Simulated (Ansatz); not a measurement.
CaF2 (Fluorite) under changes of volume

One of the cells (13.579 Å³/atom); the others are scaled copies at fixed shape and fractional positions:

```
Ca F
1.0
     0.00000    2.73100    2.73100
     2.73100    0.00000    2.73100
     2.73100    2.73100    0.00000
Ca F
1 2
Direct
  0.00000 0.00000 0.00000
  0.75000 0.75000 0.75000
  0.25000 0.25000 0.25000
```

```yaml
Program: Ansatz 0.2.0
Functional: LDA
Potentials_or_basis: Ansatz PAW
Cutoff: "420 eV (not typed: the program's choice for these potentials)"
k_mesh: 8 × 8 × 8
Occupations: fermi-dirac, width 0.05 eV
Spin: no spin polarisation
```

| volume (Å³/atom) | energy over the lowest point (meV/atom) | pressure (GPa) | gap on the mesh (eV) |
| --- | --- | --- | --- |
| 12.764 | 0.00 | -1.4 | 7.30 |
| 13.036 | 4.04 | -3.3 | 7.17 |
| 13.308 | 10.92 | -5.0 | 7.04 |
| 13.579 | 20.65 | -6.5 | 6.93 |
| 13.851 | 32.78 | -7.8 | 6.81 |
| 14.122 | 47.00 | -9.0 | 6.70 |
| 14.394 | ? | ? | ? |

Q: What does the run at 14.394 Å³/atom give?

A: Energy over the lowest point 63.04 meV/atom; pressure -10.0 GPa; gap on the mesh 6.59 eV.

Worked out: A Birch-Murnaghan fit of order 3 (a polynomial in V^(-2/3)) to the other rows has its minimum at 12.58 Å³/atom, just outside them, with B0 = V·E''(V) = 98 GPa and B' = 4.0. It gives 63.27 meV/atom at 14.394 Å³/atom, against the run's 63.04, and -dE/dV = -10.1 GPa, against -10.0. A straight line through the other rows of the gap, of slope -5.92 eV per unit of ln V, extrapolates to 6.58 eV, against the run's 6.59.

Energies are extrapolated to zero smearing.

Caveats: the PAW data sets come from PBE, with cores solved anew for the run's functional, which leaves a small shift of forces and pressure.

A mesh can miss the band edges.
